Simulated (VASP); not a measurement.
Here is a VASP 6.6.1 calculation.

Contents of INCAR:

```
ALGO = Normal
EDIFF = 1E-7
ENCUT = 350
ISIF = 2
ISMEAR = 0
LASPH = True
LCHARG = False
LREAL = False
LWAVE = False
NBANDS = 21
NELM = 60
PREC = Accurate
SIGMA = 0.02
```

KPOINTS

```
k-points
0
Gamma
  4 4 4
```

POSCAR

```
Sn                                      
1.0
    0.0000000000      3.2452771298      3.2452771298
    3.2452771298      0.0000000000      3.2452771298
    3.2452771298      3.2452771298      0.0000000000
  Sn            
     2
Direct
     0.0000000000000000    0.0000000000000000    0.0000000000000000
     0.2500000000000000    0.2500000000000000    0.2500000000000000
```

The input KPOINTS_OPT:

```
path GXWKGLUWLK,UX
20
line-mode
reciprocal
 0.0000000000  0.0000000000  0.0000000000  G
 0.5000000000  0.0000000000  0.5000000000  X

 0.5000000000  0.0000000000  0.5000000000  X
 0.5000000000  0.2500000000  0.7500000000  W

 0.5000000000  0.2500000000  0.7500000000  W
 0.3750000000  0.3750000000  0.7500000000  K

 0.3750000000  0.3750000000  0.7500000000  K
 0.0000000000  0.0000000000  0.0000000000  G

 0.0000000000  0.0000000000  0.0000000000  G
 0.5000000000  0.5000000000  0.5000000000  L

 0.5000000000  0.5000000000  0.5000000000  L
 0.6250000000  0.2500000000  0.6250000000  U

 0.6250000000  0.2500000000  0.6250000000  U
 0.5000000000  0.2500000000  0.7500000000  W

 0.5000000000  0.2500000000  0.7500000000  W
 0.5000000000  0.5000000000  0.5000000000  L

 0.5000000000  0.5000000000  0.5000000000  L
 0.3750000000  0.3750000000  0.7500000000  K

 0.6250000000  0.2500000000  0.6250000000  U
 0.5000000000  0.0000000000  0.5000000000  X
```

Potentials or basis: VASP PAW LDA potentials, release 64 (Sn_d).

Launch:

```bash
$ cat potpaw_LDA.64/Sn_d/POTCAR > POTCAR
$ mpirun -np 1 vasp_std > vasp.out
```

Problem. Predict the pressure.

Solution. 0.0 GPa.

Problem. Predict the band gap along the path.

Solution. None (metal or under the smearing width).

Levels at the corners of the path, in eV from the Fermi level:
| point | band 11 | band 12 | band 13 | band 14 | band 15 | band 16 | band 17 | band 18 |
| --- | --- | --- | --- | --- | --- | --- | --- | --- |
| Γ | -10.54 | -0.69 | 0.20 | 0.20 | 0.20 | 2.25 | 2.25 | 2.25 |
| X | -7.45 | -7.45 | -2.36 | -2.36 | 0.86 | 0.86 | 7.75 | 7.75 |
| X | -7.45 | -7.45 | -2.36 | -2.36 | 0.86 | 0.86 | 7.75 | 7.75 |
| W | -7.39 | -7.39 | -2.95 | -2.95 | 3.47 | 3.47 | 4.09 | 4.09 |
| W | -7.39 | -7.39 | -2.95 | -2.95 | 3.47 | 3.47 | 4.09 | 4.09 |
| K | -7.85 | -6.96 | -3.28 | -2.00 | 1.14 | 3.41 | 5.78 | 6.07 |
| K | -7.85 | -6.96 | -3.28 | -2.00 | 1.14 | 3.41 | 5.78 | 6.07 |
| Γ | -10.54 | -0.69 | 0.20 | 0.20 | 0.20 | 2.25 | 2.25 | 2.25 |
| Γ | -10.54 | -0.69 | 0.20 | 0.20 | 0.20 | 2.25 | 2.25 | 2.25 |
| L | -8.92 | -6.23 | -1.01 | -1.01 | 0.00 | 3.32 | 3.32 | 5.62 |
| L | -8.92 | -6.23 | -1.01 | -1.01 | 0.00 | 3.32 | 3.32 | 5.62 |
| U | -7.85 | -6.96 | -3.28 | -2.00 | 1.14 | 3.41 | 5.78 | 6.07 |
| U | -7.85 | -6.96 | -3.28 | -2.00 | 1.14 | 3.41 | 5.78 | 6.07 |
| W | -7.39 | -7.39 | -2.95 | -2.95 | 3.47 | 3.47 | 4.09 | 4.09 |
| W | -7.39 | -7.39 | -2.95 | -2.95 | 3.47 | 3.47 | 4.09 | 4.09 |
| L | -8.92 | -6.23 | -1.01 | -1.01 | 0.00 | 3.32 | 3.32 | 5.62 |
| L | -8.92 | -6.23 | -1.01 | -1.01 | 0.00 | 3.32 | 3.32 | 5.62 |
| K | -7.85 | -6.96 | -3.28 | -2.00 | 1.14 | 3.41 | 5.78 | 6.07 |
| U | -7.85 | -6.96 | -3.28 | -2.00 | 1.14 | 3.41 | 5.78 | 6.07 |
| X | -7.45 | -7.45 | -2.36 | -2.36 | 0.86 | 0.86 | 7.75 | 7.75 |

Caveat: the k mesh is coarse (spacing up to 0.42 Å⁻¹), so the values aren't converged; spin-orbit coupling is left out, which moves the levels of the heavy elements.
